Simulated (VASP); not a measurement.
# TiC (Fm-3m) in VASP: further runs

Aim: see how the results for TiC move with the level of theory and the settings. Levels: LDA, PBE+D3, SCAN+D3(BJ). Tasks: equation of state, density of states.

Everything below comes from runs of VASP 6.6.1. Logs are shortened: lines on timing, memory, paths and dates and some standing lists are left out, and cuts for length are marked.

**1. The structure**

It takes space group Fm-3m (No. 225, cubic). Conventional cell: a = 4.331 Å, b = 4.331 Å, c = 4.331 Å, α = 90.00°, β = 90.00°, γ = 90.00°. Ti (site symmetry m-3m) is surrounded by 6 C at 2.17 Å. Around C (site symmetry m-3m) lie 6 Ti at 2.17 Å.

The cell is a database's computed one.

**2. Equation of state, LDA**

Input file run.py:

```python
from ase.calculators.vasp import Vasp
from ase.eos import EquationOfState
from ase.io import Trajectory
from ase.io import read
from ase.units import GPa

atoms = read('TiC.cif')
calc = Vasp(
    directory='calc',
    xc='lda',
    pp='LDA',
    setups={'base': 'minimal', 'Ti': '_sv', 'C': '_h'},
    prec='Accurate',
    encut=900,
    ediff=1e-06,
    ismear=-1,
    sigma=0.05,
    lreal=False,
    lasph=True,
    nelm=100,
    algo='Normal',
    isif=2,
    lwave=False,
    lcharg=False,
    kpts=[11, 11, 11],
    gamma=True,
)
atoms.calc = calc
cell = atoms.cell.copy()
volumes, energies = [], []
traj = Trajectory('eos.traj', 'w')
for x in [0.94, 0.96, 0.98, 1.0, 1.02, 1.04, 1.06]:
    atoms.set_cell(cell * x ** (1 / 3), scale_atoms=True)
    volumes.append(atoms.get_volume())
    energies.append(atoms.get_potential_energy())
    traj.write(atoms)
    print(f'{x:5.2f} {volumes[-1]:12.5f} {energies[-1]:14.6f}')

v0, e0, B = EquationOfState(volumes, energies, eos='vinet').fit()
print(f'V0 = {v0:.4f} A^3, E0 = {e0:.6f} eV, B = {B / GPa:.2f} GPa')
```

Input file TiC.cif:

```cif
data_TiC
_cell_length_a 3.06278896
_cell_length_b 3.06278896
_cell_length_c 3.06278896
_cell_angle_alpha 60.00000000
_cell_angle_beta 60.00000000
_cell_angle_gamma 60.00000000
_space_group_name_H-M_alt 'P1'
_space_group_name_Hall 'P 1'
_space_group_IT_number 1
loop_
_space_group_symop_operation_xyz
'x,y,z'
loop_
_atom_site_label
_atom_site_type_symbol
_atom_site_symmetry_multiplicity
_atom_site_Wyckoff_symbol
_atom_site_fract_x
_atom_site_fract_y
_atom_site_fract_z
_atom_site_occupancy
Ti1 Ti 1 a 0.0000000000 0.0000000000 0.0000000000 1
C1 C 1 a 0.5000000000 0.5000000000 0.5000000000 1
```

Potentials or basis: VASP PAW LDA potentials, release 64 (Ti_sv, C_h).

Run with:

```bash
> python run.py
```

What it wrote:

```text
0.94     19.09695     -20.541475
 0.96     19.50327     -20.544948
 0.98     19.90959     -20.533950
 1.00     20.31591     -20.509883
 1.02     20.72223     -20.474040
 1.04     21.12854     -20.427612
 1.06     21.53486     -20.371633
V0 = 19.3922 A^3, E0 = -20.545504 eV, B = 280.21 GPa
```

OUTCAR:

```text
ENCUT = 900.000000
   EDIFF = 1.00e-06
   PREC = Accurate
   ISIF = 2
   ISMEAR = -1
   NELM = 100
   LASPH = .TRUE.
   LREAL = .FALSE.

 ion  position               nearest neighbor table
   1  0.000  0.000  0.000-   2 2.21   2 2.21   2 2.21   2 2.21   2 2.21   2 2.21
   2  0.500  0.500  0.500-   1 2.21   1 2.21   1 2.21   1 2.21   1 2.21   1 2.21

  LATTYP: Found a face centered cubic cell.
 ALAT       =     4.4163894041

  Lattice vectors:

 A1 = (   3.1228588960,   0.0000000000,   0.0000000000)
 A2 = (   1.5614294480,   2.7044751364,   0.0000000000)
 A3 = (   1.5614294480,   0.9014917121,   2.5498036113)

Analysis of symmetry for initial positions (statically):
=====================================================================
 Subroutine PRICEL returns:
 Original cell was already a primitive cell.

 Routine SETGRP: Setting up the symmetry group for a
 face centered cubic supercell.

 Subroutine GETGRP returns: Found 48 space group operations
 (whereof 48 operations were pure point group operations)
 out of a pool of 48 trial point group operations.

The static configuration has the point symmetry O_h .

Analysis of symmetry for dynamics (positions and initial velocities):
=====================================================================
 Subroutine PRICEL returns:
 Original cell was already a primitive cell.

 Routine SETGRP: Setting up the symmetry group for a
 face centered cubic supercell.

 Subroutine GETGRP returns: Found 48 space group operations
 (whereof 48 operations were pure point group operations)
 out of a pool of 48 trial point group operations.

The dynamic configuration has the point symmetry O_h .

 Subroutine INISYM returns: Found 48 space group operations
 (whereof 48 operations are pure point group operations),
 and found     1 'primitive' translations

----------------------------------------------------------------------------------------

                                     Primitive cell

  volume of cell :      21.5349

  direct lattice vectors                    reciprocal lattice vectors
     3.122858896  0.000000000  0.000000000     0.320219399 -0.184878756 -0.130729022
     1.561429448  2.704475136  0.000000000     0.000000000  0.369757513 -0.130729022
     1.561429448  0.901491712  2.549803611     0.000000000  0.000000000  0.392187067

  length of vectors
     3.122858896  3.122858896  3.122858896     0.392187067  0.392187067  0.392187067

  position of ions in fractional coordinates (direct lattice)
     0.000000000  0.000000000  0.000000000
     0.500000000  0.500000000  0.500000000

  ion indices of the primitive-cell ions
   primitive index   ion index
                 1           1
                 2           2

----------------------------------------------------------------------------------------

 KPOINTS: KPOINTS created by Atomic Simulation Env

Automatic generation of k-mesh.
 Grid dimensions read from file:
 generate k-points for:   11   11   11

 Generating k-lattice:

  Cartesian coordinates                     Fractional coordinates (reciprocal lattice)
     0.029110854 -0.016807160 -0.011884457     0.090909091  0.000000000  0.000000000
     0.000000000  0.033614319 -0.011884457     0.000000000  0.090909091  0.000000000
     0.000000000  0.000000000  0.035653370     0.000000000  0.000000000  0.090909091

  Length of vectors
     0.035653370  0.035653370  0.035653370

  Shift w.r.t. Gamma in fractional coordinates (k-lattice)
     0.000000000  0.000000000  0.000000000

 Subroutine IBZKPT returns following result:
 ===========================================

 Found     56 irreducible k-points:

 Following reciprocal coordinates:
            Coordinates               Weight
  0.000000  0.000000  0.000000      1.000000
  0.090909  0.000000  0.000000      8.000000
  0.181818  0.000000  0.000000      8.000000
  0.272727  0.000000  0.000000      8.000000
  0.363636  0.000000  0.000000      8.000000
  0.454545  0.000000  0.000000      8.000000
[... 16 lines left out ...]
 -0.272727  0.181818 -0.000000     24.000000
 -0.181818  0.181818 -0.000000     12.000000
 [... further k-points ...]
   k-points           NKPTS =     56   k-points in BZ     NKDIM =     56   number of bands    NBANDS=     12
   number of dos      NEDOS =    301   number of ions     NIONS =      2
   total plane-waves  NPLWV =  32768
   dimension x,y,z NGX =    32 NGY =   32 NGZ =   32
   dimension x,y,z NGXF=    64 NGYF=   64 NGZF=   64
   ions per type =               1   1
   NGX,Y,Z   is equivalent  to a cutoff of  17.04, 17.04, 17.04 a.u.
   NGXF,Y,Z  is equivalent  to a cutoff of  34.07, 34.07, 34.07 a.u.
 SYSTEM =  unknown system
   PREC   = accura    normal or accurate (medium, high low for compatibility)
   ISTART =      0    job   : 0-new  1-cont  2-samecut
   ICHARG =      2    charge: 1-file 2-atom 10-const
   ISPIN  =      1    spin polarized calculation?
   LNONCOLLINEAR =      F non collinear calculations
   LSORBIT =      F    spin-orbit coupling
   LASPH  =      T    aspherical Exc in radial PAW
   ENCUT  =  900.0 eV  66.15 Ry    8.13 a.u.   7.64  7.64  7.64*2*pi/ulx,y,z
   NELM   =    100;   NELMIN=  2; NELMDL=  0     # of ELM steps
   EDIFF  = 0.1E-05   stopping-criterion for ELM
   LREAL  =      F    real-space projection
   EDIFFG = 0.1E-04   stopping-criterion for IOM
   NSW    =      0    number of steps for IOM
   IBRION =     -1    ionic relax: 0-MD 1-quasi-New 2-CG
   NFREE  =      0    steps in history (QN), initial steepest desc. (CG)
   ISIF   =      2    stress and relaxation
   ISYM   =      2    0-nonsym 1-usesym 2-fastsym
   POTIM  = 0.5000    time-step for ionic-motion
   TEBEG  =    0.0;   TEEND  =   0.0 temperature during run
   PSTRESS=    0.0 pullay stress
   NELECT =      16.0000    total number of electrons
   NUPDOWN=      -1.0000    fix difference up-down
   EMIN   =  10.00;   EMAX   =-10.00  energy-range for DOS
   EFERMI =   0.00;   METHOD = LEGACY
   ISMEAR =    -1;   SIGMA  =   0.05  broadening in eV -4-tet -1-fermi 0-gaus
   EFERMI_NEDOS =   21; number of points for ismear=-14 and -15
   IALGO  =     38    algorithm
   IMIX   =      4    mixing-type and parameters
     AMIX     =   0.40;   BMIX     =  1.00
     AMIX_MAG =   1.60;   BMIX_MAG =  1.00
  volume/ion in A,a.u.               =      10.77        72.66
  Fermi-wavevector in a.u.,A,eV,Ry     =   1.482748  2.801988 29.912991  2.198543
  Thomas-Fermi vector in A             =   2.596496
   LORBIT       =      0    0 simple, 1 ext, 2 COOP (PROOUT), +10 PAW based schemes
   GGA     = CA    functional components
   LHFCALC =     F    Hartree Fock is set to
   AEXX    =    0.0000 exact exchange contribution
   IVDW    =     0    specifies the selected vdW correction
   LEPSILON=     F    determine dielectric tensor
   LRPA    =     F    only Hartree local field effects (RPA)
 non-spin polarized calculation
  energy-cutoff  :      900.00
  volume of cell :       21.53
 maximum number of plane-waves:      1363
   NGX = 15   NGY = 15   NGZ = 15

 number of electron      16.0000001 magnetization

 Free energy of the ion-electron system (eV)
  ---------------------------------------------------
  ext. energy  EPLUGINS =         0.00000000
  ---------------------------------------------------
  free energy    TOTEN  =       -20.37288222 eV

  energy without entropy =      -20.37038417  energy(sigma->0) =      -20.37163319

 E-fermi :   8.8959     XC(G=0): -12.7205

 val. band max:        8.7703420119   @ k =   0.4545   0.4545   0.0000
 cond. band min:       8.9859485049   @ k =   0.3636   0.2727   0.0000
 fundamental gap:      0.2156064930
 Fermi energy:         8.8959401911

 k-point     1 :       0.0000    0.0000    0.0000
  band No.  band energies     occupation
      1     -47.1864      2.00000
      2     -23.6210      2.00000
      3     -23.6210      2.00000
      4     -23.6210      2.00000
      5      -3.0870      2.00000
      6       9.4611      0.00002
      7       9.4611      0.00002
      8       9.4611      0.00002
      9      10.4447      0.00000
     10      10.4704      0.00000
     11      10.4704      0.00000
     12      10.4704      0.00000
[... 331 lines left out ...]
 k-point    24 :      -0.1818    0.1818   -0.0000
  band No.  band energies     occupation
      1     -47.1469      2.00000
      2     -23.8473      2.00000
      3     -23.7110      2.00000
      4     -23.6384      2.00000
      5      -1.4656      2.00000
      6       5.7743      2.00000
      7       6.8310      2.00000
      8       7.0217      2.00000
      9      10.2471      0.00000
     10      11.2764      0.00000
     11      12.1833      0.00000
     12      12.8824      0.00000

 [... further k-points ...]
[... 5 lines left out ...]
  --------------------------------------------------------------------------------------
  -------------------------------------------------------------------------------------
  Total       -3.2454895     -3.2454895     -3.2454895     -0.0000000     -0.0000000     -0.0000000
  in kB     -241.4619469   -241.4619469   -241.4619469     -0.0000000     -0.0000000     -0.0000000
  external PRESSURE =    -241.4619469 kB  Pullay stress =       0.0000000 kB

 VOLUME and BASIS-vectors are now :
 -----------------------------------------------------------------------------
  energy-cutoff  :      900.00
  volume of cell :       21.53
      direct lattice vectors                 reciprocal lattice vectors
     3.122858896  0.000000000  0.000000000     0.320219399 -0.184878756 -0.130729022
     1.561429448  2.704475136  0.000000000     0.000000000  0.369757513 -0.130729022
     1.561429448  0.901491712  2.549803611     0.000000000  0.000000000  0.392187067

 POSITION                                       TOTAL-FORCE (eV/Angst)
 -----------------------------------------------------------------------------------
      0.00000      0.00000      0.00000         0.000000      0.000000      0.000000
      3.12286      1.80298      1.27490        -0.000000     -0.000000      0.000000
 -----------------------------------------------------------------------------------
    total drift:                               -0.000000      0.000000      0.000000

  FREE ENERGIE OF THE ION-ELECTRON SYSTEM (eV)
  ---------------------------------------------------
  free  energy   TOTEN  =       -20.3728822156 eV

  energy  without entropy=      -20.3703841716  energy(sigma->0) =      -20.37163319
```

INCAR:

```text
ENCUT = 900.000000
SIGMA = 0.050000
EDIFF = 1.00e-06
ALGO = Normal
PREC = Accurate
ISIF = 2
ISMEAR = -1
NELM = 100
LASPH = .TRUE.
LCHARG = .FALSE.
LWAVE = .FALSE.
LREAL = .FALSE.
```

Run time: 1.8 min. Hardware: 1 thread of AMD EPYC 9R45 (Zen 5), shared host; peak memory 0.15 GiB.

Results:

| Quantity | Value |
| --- | --- |
| Equilibrium volume | 9.70 Å³/atom |
| Bulk modulus | 281 GPa |
| Pressure derivative of the bulk modulus | 4.0 |

Energy against volume, from the lowest point:
```
volume (Å³/atom)  energy (meV/atom)
           9.548               1.74
           9.752               0.00
           9.955               5.50
          10.158              17.53
          10.361              35.45
          10.564              58.67
          10.767              86.66
```

Caveat: the cutoff is under 1.25 times the usual one of these potentials, so pressure, stress and relaxed cells hold a basis-set (Pulay) error.

(Part 1 of 2 ends here.)
